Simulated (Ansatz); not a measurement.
# Dielectric response of LiH (110) films, part 3 of 5

How well do thin rocksalt LiH (110) films screen a perpendicular field?

Ansatz 0.2.0; plane-wave DFT, PBEsol, Ansatz PAW.

So far. Step 6 (Response with the atoms held, 10 atoms, units 5): The induced dipole is that of a conductor 6.21 Å thick. Step 7 (Field on, atoms free, 10 atoms, field 0.05 V/Å): The dipole is 0.0250 e·Å, and the gap on the mesh 2.750 eV.

**8. Field on, atoms free, 10 atoms, field -0.05 V/Å**

The opposite sign, again from the field-free geometry; the difference of the two cancels what relaxes without a field.

The input, input.yaml:

```yaml
crystal:
  lattice:
    - [2.88499567, 0.0, 0.0]
    - [0.0, 4.08, 0.0]
    - [0.0, 0.0, 23.7699913345]
  atoms:
    - { symbol: Li, position: [0.5, 0.5, 0.3878053576] }
    - { symbol: H, position: [0.5, 0.0, 0.3838132836] }
    - { symbol: Li, position: [0.0, 0.0, 0.4378057008] }
    - { symbol: H, position: [0.0, 0.5, 0.4396982708] }
    - { symbol: Li, position: [0.5, 0.5, 0.4999999964] }
    - { symbol: H, position: [0.5, 0.0, 0.500000001] }
    - { symbol: Li, position: [0.0, 0.0, 0.5621943034] }
    - { symbol: H, position: [0.0, 0.5, 0.5603017325] }
    - { symbol: Li, position: [0.5, 0.5, 0.6121946374] }
    - { symbol: H, position: [0.5, 0.0, 0.6161867165] }
kpoints:
  mp_grid: { grid: [10, 6, 1] }
hamiltonian:
  xc: pbesol
scf:
  occupations: { method: fixed }
  convergence: { dr2_threshold: 1.0e-10 }
efield:
  axis: 3
  dipole_correction: true
  ramp_position: 0.97
  ramp_width: 0.06
  amplitude: -0.05
relax:
  f_tol: 0.0006
  max_steps: 70
output:
  write_potential: true
  write_density: true
  volumetric_format: npy
```

The run is started by

```bash
$ ansatz run input.yaml --threads 4 --pin off --max-ram 6144MiB --backend cpu --events-out ev --progress --plain --runs-dir out
```

Numbers of over 12 decimals in the logs are rounded to 6 here.

What it wrote:

```text
[...]
Crystal: 10 atoms, lattice volume = 279.791 Å³
Basis set: ecut = 420 eV, 5463 PW (Γ), exchange–correlation on 40×60×320 points (8 copies of the dense FFT grid, shifted against one another)
Bands: 20, of which v1, the nominal top of the filled ones, is band 10 counted from 1 (9 counted from 0)
Symmetry: 4 space group operations
k-points: 24 of 60
[...]
- { symbol: H, position: [0.5, 0.0, 0.383935] }
    - { symbol: Li, position: [0.0, 0.0, 0.437777] }
    - { symbol: H, position: [0.0, 0.5, 0.439693] }
    - { symbol: Li, position: [0.5, 0.5, 0.499891] }
    - { symbol: H, position: [0.5, 0.0, 0.500112] }
    - { symbol: Li, position: [0.0, 0.0, 0.562185] }
    - { symbol: H, position: [0.0, 0.5, 0.560313] }
    - { symbol: Li, position: [0.5, 0.5, 0.612093] }
    - { symbol: H, position: [0.5, 0.0, 0.616344] }
[key lines of the parts left out:]
SCF converged after 7 iterations
Free energy (F): -1096.322446 eV
Fermi energy:    -2.559287 eV
Dipole field:    D = -0.016174 V/Å  (p = -0.025009 e·Å, saw-weighted, corrected)
```

Run time: 11 s. Hardware: 4 threads of Arm Neoverse V1, shared host; peak memory 0.48 GiB; 43 s of CPU time.

Hardly anything moved in the relaxation; the energy changed by under 0.2 meV an atom.

The relaxation took 5 steps and lowered the energy by 1.2e-4 eV; the largest force on the free atoms ends at 7.3e-5 eV/Å.

The dipole is -0.0250 e·Å, and the gap on the mesh 2.750 eV.

**9. Response with the atoms relaxed, 10 atoms, units 5**

This step: plane-wave DFT, PBEsol, Ansatz PAW; response to a field along the normal, atoms relaxed (Ansatz 0.2.0).

The two relaxed runs give the static response.

This step gave:

* equivalent conductor thickness p/(ε₀AE): 7.689 Å

Local field over the applied field, running mean. From the potentials at -0.05 and 0.05 V/Å; running mean over 1.442 Å, taken twice. The local field over applied field by z:

```csv
z (Å),local field over applied field
4.16,1.000
4.61,0.999
5.05,0.998
5.35,0.996
5.79,0.989
6.24,0.974
6.69,0.941
7.13,0.872
7.43,0.789
7.87,0.601
8.32,0.330
8.77,0.0524
9.21,-0.0837
9.66,-0.0825
9.95,0.0437
10.40,0.149
10.85,0.192
11.29,0.0682
11.74,-0.0165
12.03,-0.0165
12.48,0.0682
12.92,0.192
13.37,0.149
13.82,0.0437
14.11,-0.0825
14.56,-0.0837
15.00,0.0524
15.45,0.330
15.90,0.601
16.34,0.789
16.64,0.872
17.08,0.941
17.53,0.974
17.98,0.989
18.42,0.996
18.72,0.998
19.16,0.999
19.61,1.000
```

The induced dipole is that of a conductor 7.69 Å thick.

**10. Relaxation, 16 atoms, units 8**

This step: plane-wave DFT, PBEsol, Ansatz PAW (Ansatz 0.2.0).

System of this step: LiH (110), 8 units. The cell holds 16 atoms: 8 Li and 8 H. Cell: a = 2.885 Å, b = 4.080 Å, c = 28.097 Å, α = 90.0°, β = 90.0°, γ = 90.0°. It derives from LiH (rocksalt LiH). Vacuum lies along c.

The next thickness, treated alike, so that differences show the interior and the faces cancel.

The input, input.yaml:

```yaml
crystal:
  lattice:
    - [2.88499567, 0.0, 0.0]
    - [0.0, 4.08, 0.0]
    - [0.0, 0.0, 28.0974848353]
  atoms:
    - { symbol: Li, position: [0.5, 0.5, 0.320313368] }
    - { symbol: H, position: [0.5, 0.0, 0.320313368] }
    - { symbol: Li, position: [0.0, 0.0, 0.3716524057] }
    - { symbol: H, position: [0.0, 0.5, 0.3716524057] }
    - { symbol: Li, position: [0.5, 0.5, 0.4229914434] }
    - { symbol: H, position: [0.5, 0.0, 0.4229914434] }
    - { symbol: Li, position: [0.0, 0.0, 0.4743304811] }
    - { symbol: H, position: [0.0, 0.5, 0.4743304811] }
    - { symbol: Li, position: [0.5, 0.5, 0.5256695189] }
    - { symbol: H, position: [0.5, 0.0, 0.5256695189] }
    - { symbol: Li, position: [0.0, 0.0, 0.5770085566] }
    - { symbol: H, position: [0.0, 0.5, 0.5770085566] }
    - { symbol: Li, position: [0.5, 0.5, 0.6283475943] }
    - { symbol: H, position: [0.5, 0.0, 0.6283475943] }
    - { symbol: Li, position: [0.0, 0.0, 0.679686632] }
    - { symbol: H, position: [0.0, 0.5, 0.679686632] }
kpoints:
  mp_grid: { grid: [10, 6, 1] }
hamiltonian:
  xc: pbesol
scf:
  occupations: { method: fixed }
  convergence: { dr2_threshold: 1.0e-09 }
efield:
  axis: 3
  dipole_correction: true
  ramp_position: 0.97
  ramp_width: 0.06
relax:
  f_tol: 0.003
  max_steps: 100
output:
  write_potential: true
  write_density: true
  volumetric_format: npy
```

What it wrote:

```text
[...]
Crystal: 16 atoms, lattice volume = 330.729 Å³
Basis set: ecut = 420 eV, 6481 PW (Γ), exchange–correlation on 40×60×384 points (8 copies of the dense FFT grid, shifted against one another)
Bands: 32, of which v1, the nominal top of the filled ones, is band 16 counted from 1 (15 counted from 0)
Symmetry: 4 space group operations
k-points: 24 of 60
[...]
- { symbol: Li, position: [0.5, 0.5, 0.525767] }
    - { symbol: H, position: [0.5, 0.0, 0.525163] }
    - { symbol: Li, position: [0.0, 0.0, 0.573610] }
    - { symbol: H, position: [0.0, 0.5, 0.574654] }
    - { symbol: Li, position: [0.5, 0.5, 0.628132] }
    - { symbol: H, position: [0.5, 0.0, 0.626062] }
    - { symbol: Li, position: [0.0, 0.0, 0.669502] }
    - { symbol: H, position: [0.0, 0.5, 0.673134] }
[key lines of the parts left out:]
SCF converged after 6 iterations
Free energy (F): -1754.828950 eV
Fermi energy:    -2.333177 eV
Dipole field:    D = -0.000000 V/Å  (p = -0.000000 e·Å, saw-weighted, corrected)
Work function:   Φ+ = 4.3999 eV   Φ− = 4.4000 eV
```

Wall time 20 s (4 threads); peak memory 0.66 GiB.

The steps of the relaxation:

| step | energy less that of the first step (eV) | largest force component (eV/Å) |
| --- | --- | --- |
| 1 | 0.0000 | 0.5042 |
| 2 | -0.1197 | 0.2260 |
| 3 | -0.1524 | 0.1066 |
| 4 | -0.1580 | 0.0115 |
| 5 | -0.1581 | 0.0028 |

Forces are held to the 4 operations that the run works with; a distortion that breaks them can't arise in this run.

The atoms that moved most (Å):

```csv
atom,dx,dy,dz,length
Li1,0.000,0.000,0.286,0.286
Li15,0.000,0.000,-0.286,0.286
H16,0.000,0.000,-0.184,0.184
H2,0.000,0.000,0.184,0.184
Li5,0.000,0.000,0.096,0.096
Li11,0.000,0.000,-0.096,0.096
H6,0.000,0.000,0.066,0.066
H12,0.000,0.000,-0.066,0.066
```

The relaxation took 5 steps and lowered the energy by 0.16 eV; the largest force on the free atoms ends at 0.0028 eV/Å.

The gap is 2.81 eV, with the valence edge 4.40 eV and the conduction edge 1.59 eV under the upper vacuum level.

**11. Single point on the relaxed film, 16 atoms, units 8**

The next thickness, treated alike, so that differences show the interior and the faces cancel.

The input, input.yaml:

```yaml
crystal:
  lattice:
    - [2.88499567, 0.0, 0.0]
    - [0.0, 4.08, 0.0]
    - [0.0, 0.0, 28.0974848353]
  atoms:
    - { symbol: Li, position: [0.5, 0.5, 0.3304981824] }
    - { symbol: H, position: [0.5, 0.0, 0.3268661077] }
    - { symbol: Li, position: [0.0, 0.0, 0.371867773] }
    - { symbol: H, position: [0.0, 0.5, 0.3739379633] }
    - { symbol: Li, position: [0.5, 0.5, 0.4263904776] }
    - { symbol: H, position: [0.5, 0.0, 0.42534634] }
    - { symbol: Li, position: [0.0, 0.0, 0.4742330956] }
    - { symbol: H, position: [0.0, 0.5, 0.4748372323] }
    - { symbol: Li, position: [0.5, 0.5, 0.525766905] }
    - { symbol: H, position: [0.5, 0.0, 0.5251627681] }
    - { symbol: Li, position: [0.0, 0.0, 0.5736095234] }
    - { symbol: H, position: [0.0, 0.5, 0.5746536605] }
    - { symbol: Li, position: [0.5, 0.5, 0.628132226] }
    - { symbol: H, position: [0.5, 0.0, 0.626062035] }
    - { symbol: Li, position: [0.0, 0.0, 0.6695018181] }
    - { symbol: H, position: [0.0, 0.5, 0.6731338918] }
kpoints:
  mp_grid: { grid: [10, 6, 1] }
hamiltonian:
  xc: pbesol
scf:
  occupations: { method: fixed }
  convergence: { dr2_threshold: 1.0e-09 }
efield:
  axis: 3
  dipole_correction: true
  ramp_position: 0.97
  ramp_width: 0.06
output:
  eigenvalues: true
  write_potential: true
  write_density: true
  volumetric_format: npy
  elf: true
```

What it wrote:

```text
[...]
Crystal: 16 atoms, lattice volume = 330.729 Å³
Basis set: ecut = 420 eV, 6481 PW (Γ)
Bands: 32, of which v1, the nominal top of the filled ones, is band 16 counted from 1 (15 counted from 0)
Symmetry: 4 space group operations
k-points: 24 of 60
[...]
k-point 1: bands = [... 12 lower, -4.2392, -3.6594, -3.5373, -3.4696, 0.9743, 0.9995, 1.9662, 2.2440, ... 12 higher]
  k-point 2: bands = [... 12 lower, -4.9894, -4.7475, -4.3282, -4.3273, 1.0282, 1.0498, 2.7714, 2.9616, ... 12 higher]
  k-point 23: bands = [... 12 lower, -3.5589, -3.5589, -2.5509, -2.5508, 2.1770, 2.1770, 2.3279, 2.3279, ... 12 higher]
[key lines of the parts left out:]
SCF converged after 8 iterations
Free energy (F): -1754.829025 eV
Fermi energy:    -2.333140 eV
Dipole field:    D = 0.000011 V/Å  (p = 0.000020 e·Å, saw-weighted, corrected)
Work function:   Φ+ = 4.3998 eV   Φ− = 4.4001 eV
```

Elapsed: 7.6 s, on 4 threads; peak memory 0.72 GiB.

The gap is 2.81 eV, with the valence edge 4.40 eV and the conduction edge 1.59 eV under the upper vacuum level.

**12. Atoms held, 16 atoms, units 8, field 0.05 V/Å**

input.yaml: that of step 11 with these lines changed.

```diff
@@ -28,3 +28,3 @@
   occupations: { method: fixed }
-  convergence: { dr2_threshold: 1.0e-09 }
+  convergence: { dr2_threshold: 1.0e-10 }
 efield:
@@ -34,4 +34,4 @@
   ramp_width: 0.06
+  amplitude: 0.05
 output:
-  eigenvalues: true
   write_potential: true
@@ -39,2 +39 @@
   volumetric_format: npy
-  elf: true
```

What it wrote:

```text
[...]
Crystal: 16 atoms, lattice volume = 330.729 Å³
Basis set: ecut = 420 eV, 6481 PW (Γ)
Bands: 32, of which v1, the nominal top of the filled ones, is band 16 counted from 1 (15 counted from 0)
Symmetry: 4 space group operations
k-points: 24 of 60
[...]
k-point 0: bands = [... 12 lower, -4.1917, -3.3407, -2.7534, -2.5072, 0.4751, 1.1175, 1.1451, 1.4164, ... 12 higher]
  k-point 1: bands = [... 12 lower, -4.2403, -3.6616, -3.5498, -3.4538, 0.8888, 1.0809, 1.9619, 2.1466, ... 12 higher]
  k-point 2: bands = [... 12 lower, -4.9908, -4.7464, -4.3746, -4.2801, 0.9531, 1.1231, 2.7109, 2.9676, ... 12 higher]
  k-point 23: bands = [... 12 lower, -3.5639, -3.5538, -2.5851, -2.5159, 2.1579, 2.1896, 2.3220, 2.3347, ... 12 higher]
[key lines of the parts left out:]
SCF converged after 11 iterations
Free energy (F): -1754.829794 eV
Fermi energy:    -2.329985 eV
Dipole field:    D = 0.016831 V/Å  (p = 0.030763 e·Å, saw-weighted, corrected)
```

Elapsed: 8.6 s, on 4 threads; peak memory 0.71 GiB; 33 s of CPU time.

The dipole is 0.0308 e·Å, and the gap on the mesh 2.805 eV.

**13. Atoms held, 16 atoms, units 8, field -0.05 V/Å**

input.yaml: that of step 12 with these lines changed.

```diff
@@ -34,3 +34,3 @@
   ramp_width: 0.06
-  amplitude: 0.05
+  amplitude: -0.05
 output:
```

What it wrote:

```text
[...]
Crystal: 16 atoms, lattice volume = 330.729 Å³
Basis set: ecut = 420 eV, 6481 PW (Γ)
Bands: 32, of which v1, the nominal top of the filled ones, is band 16 counted from 1 (15 counted from 0)
Symmetry: 4 space group operations
k-points: 24 of 60
[...]
k-point 0: bands = [... 12 lower, -4.1917, -3.3407, -2.7534, -2.5072, 0.4751, 1.1175, 1.1451, 1.4164, ... 12 higher]
  k-point 1: bands = [... 12 lower, -4.2403, -3.6616, -3.5498, -3.4538, 0.8888, 1.0809, 1.9619, 2.1466, ... 12 higher]
  k-point 2: bands = [... 12 lower, -4.9908, -4.7464, -4.3746, -4.2801, 0.9531, 1.1231, 2.7109, 2.9676, ... 12 higher]
  k-point 23: bands = [... 12 lower, -3.5639, -3.5538, -2.5851, -2.5159, 2.1579, 2.1896, 2.3220, 2.3347, ... 12 higher]
[key lines of the parts left out:]
SCF converged after 11 iterations
Free energy (F): -1754.829794 eV
Fermi energy:    -2.329985 eV
Dipole field:    D = -0.016831 V/Å  (p = -0.030763 e·Å, saw-weighted, corrected)
```

Elapsed: 8.5 s, on 4 threads; peak memory 0.71 GiB; 33 s of CPU time.

The dipole is -0.0308 e·Å, and the gap on the mesh 2.805 eV.

**14. Response with the atoms held, 16 atoms, units 8**

This step: plane-wave DFT, PBEsol, Ansatz PAW; response to a field along the normal, atoms held (Ansatz 0.2.0).

Local field over the applied field, running mean. From the potentials at -0.05 and 0.05 V/Å; running mean over 1.442 Å, taken twice. The local field over applied field by z:

z (Å), local field over applied field and a bar from the least value:
```
      4.5      0.999 ##############################
      5.0      0.998 ##############################
      5.5      0.994 ##############################
      6.0      0.984 #############################
      6.5      0.960 #############################
      7.0      0.907 ###########################
      7.5      0.805 #######################
      8.0      0.644 #################
      8.5      0.453 ##########
      9.0      0.291 ####
      9.5      0.205 
     10.0      0.196 
     10.5      0.220 #
     11.0      0.238 ##
     11.5      0.235 #
     12.0      0.222 #
     12.5      0.214 #
     13.0      0.216 #
     13.5      0.223 #
     14.0      0.227 #
     14.5      0.224 #
     15.0      0.217 #
     15.5      0.214 #
     16.0      0.220 #
     16.5      0.233 #
     17.0      0.239 ##
     17.5      0.225 #
     18.0      0.199 
     18.5      0.199 
     19.0      0.267 ###
     19.5      0.418 ########
     20.0      0.608 ###############
     20.5      0.778 ######################
     21.0      0.891 ##########################
     21.5      0.953 ############################
     22.0      0.981 #############################
     22.5      0.993 ##############################
     23.0      0.997 ##############################
     23.5      0.999 ##############################
```

The induced dipole is that of a conductor 9.46 Å thick.

**15. Relaxing the film, 24 atoms, units 12**

This step: plane-wave DFT, PBEsol, Ansatz PAW (Ansatz 0.2.0).

System of this step: LiH (110), 12 units. The cell holds 24 atoms: 12 Li and 12 H. Cell: a = 2.885 Å, b = 4.080 Å, c = 33.867 Å, α = 90.0°, β = 90.0°, γ = 90.0°. It derives from LiH (rocksalt LiH). Vacuum lies along c.

The next thickness, treated alike, so that differences show the interior and the faces cancel.

The input, input.yaml:

```yaml
crystal:
  lattice:
    - [2.88499567, 0.0, 0.0]
    - [0.0, 4.08, 0.0]
    - [0.0, 0.0, 33.8674761698]
  atoms:
    - { symbol: Li, position: [0.5, 0.5, 0.2657416796] }
    - { symbol: H, position: [0.5, 0.0, 0.2657416796] }
    - { symbol: Li, position: [0.0, 0.0, 0.3083341015] }
    - { symbol: H, position: [0.0, 0.5, 0.3083341015] }
    - { symbol: Li, position: [0.5, 0.5, 0.3509265234] }
    - { symbol: H, position: [0.5, 0.0, 0.3509265234] }
    - { symbol: Li, position: [0.0, 0.0, 0.3935189453] }
    - { symbol: H, position: [0.0, 0.5, 0.3935189453] }
    - { symbol: Li, position: [0.5, 0.5, 0.4361113672] }
    - { symbol: H, position: [0.5, 0.0, 0.4361113672] }
    - { symbol: Li, position: [0.0, 0.0, 0.4787037891] }
    - { symbol: H, position: [0.0, 0.5, 0.4787037891] }
    - { symbol: Li, position: [0.5, 0.5, 0.5212962109] }
    - { symbol: H, position: [0.5, 0.0, 0.5212962109] }
    - { symbol: Li, position: [0.0, 0.0, 0.5638886328] }
    - { symbol: H, position: [0.0, 0.5, 0.5638886328] }
    - { symbol: Li, position: [0.5, 0.5, 0.6064810547] }
    - { symbol: H, position: [0.5, 0.0, 0.6064810547] }
    - { symbol: Li, position: [0.0, 0.0, 0.6490734766] }
    - { symbol: H, position: [0.0, 0.5, 0.6490734766] }
    - { symbol: Li, position: [0.5, 0.5, 0.6916658985] }
    - { symbol: H, position: [0.5, 0.0, 0.6916658985] }
    - { symbol: Li, position: [0.0, 0.0, 0.7342583204] }
    - { symbol: H, position: [0.0, 0.5, 0.7342583204] }
kpoints:
  mp_grid: { grid: [10, 6, 1] }
hamiltonian:
  xc: pbesol
scf:
  occupations: { method: fixed }
  convergence: { dr2_threshold: 1.0e-09 }
efield:
  axis: 3
  dipole_correction: true
  ramp_position: 0.97
  ramp_width: 0.06
relax:
  f_tol: 0.003
  max_steps: 100
output:
  write_potential: true
  write_density: true
  volumetric_format: npy
```

What it wrote:

```text
[...]
Crystal: 24 atoms, lattice volume = 398.647 Å³
Basis set: ecut = 420 eV, 7793 PW (Γ), exchange–correlation on 40×60×480 points (8 copies of the dense FFT grid, shifted against one another)
Bands: 48, of which v1, the nominal top of the filled ones, is band 24 counted from 1 (23 counted from 0)
Symmetry: 4 space group operations
k-points: 24 of 60
[...]
- { symbol: Li, position: [0.500000, 0.500000, 0.604115] }
    - { symbol: H, position: [0.500000, 0.0, 0.603760] }
    - { symbol: Li, position: [0.0, 0.0, 0.644066] }
    - { symbol: H, position: [0.0, 0.500000, 0.644852] }
    - { symbol: Li, position: [0.500000, 0.500000, 0.689206] }
    - { symbol: H, position: [0.500000, 0.0, 0.687515] }
    - { symbol: Li, position: [0.0, 0.0, 0.723581] }
    - { symbol: H, position: [0.0, 0.500000, 0.726565] }
[key lines of the parts left out:]
SCF converged after 6 iterations
Free energy (F): -2632.814620 eV
Fermi energy:    -1.830263 eV
Dipole field:    D = -0.000000 V/Å  (p = -0.000000 e·Å, saw-weighted, corrected)
Work function:   Φ+ = 4.3921 eV   Φ− = 4.3921 eV
```

Run time: 55 s. Hardware: 4 threads; peak memory 0.89 GiB; 3.6 min of CPU time.

Step by step:

```
step  energy less that of the first step (eV)  largest force component (eV/Å)
   1                                   0.0000                          0.5042
   2                                  -0.1194                          0.2258
   3                                  -0.1582                          0.0927
   4                                  -0.1701                          0.0089
   5                                  -0.1712                          0.0039
   6                                  -0.1710                          0.0180
   7                                  -0.1712                          0.0002
```

Relaxation step 6 was tried and not accepted.

Forces are held to the 4 operations that the run works with; a distortion that breaks them can't arise in this run.

The atoms that moved most (Å):

```csv
atom,dx,dy,dz,length
Li1,0.000,0.000,0.362,0.362
Li23,0.000,0.000,-0.362,0.362
H2,0.000,0.000,0.261,0.261
H24,0.000,0.000,-0.261,0.261
Li5,0.000,0.000,0.170,0.170
Li19,0.000,0.000,-0.170,0.170
H6,0.000,0.000,0.143,0.143
H20,0.000,0.000,-0.143,0.143
```

Running mean over 1.442 Å of the planar mean; the ramp of the sawtooth is left out. Table of electron's electrostatic potential energy less the highest filled level by z:

```csv
z (Å),electron's electrostatic potential energy less the highest filled level (eV)
4,4.39
5,4.39
6,4.39
7,4.34
8,3.81
9,0.335
10,-1.22
11,-0.192
12,-0.324
13,-0.578
14,-0.418
15,-0.408
16,-0.429
17,-0.464
18,-0.463
19,-0.385
20,-0.406
21,-0.628
22,-0.265
23,-0.273
24,-1.22
25,0.746
26,3.97
27,4.36
28,4.39
29,4.39
30,4.39
```

The relaxation took 7 steps and lowered the energy by 0.17 eV; the largest force on the free atoms ends at 2.0e-4 eV/Å.

The gap is 2.69 eV, with the valence edge 4.39 eV and the conduction edge 1.70 eV under the upper vacuum level.

[end of part 3 of 5]

[Logs are printed without paths, hosts, clocks, repeated set-up lines and the standing remarks that a program may print on its own settings, such as how far it seeks lower states.]

[Hosts, paths, dates, database ids (printed as entryN), source tags and the programs' standing remarks are cut or masked in the printed files.]

[Maps of the electrostatic potential energy from Ansatz leave out the sawtooth potential of an applied field or a dipole correction, so their vacuum need not be flat; planar profiles and work functions include it.]
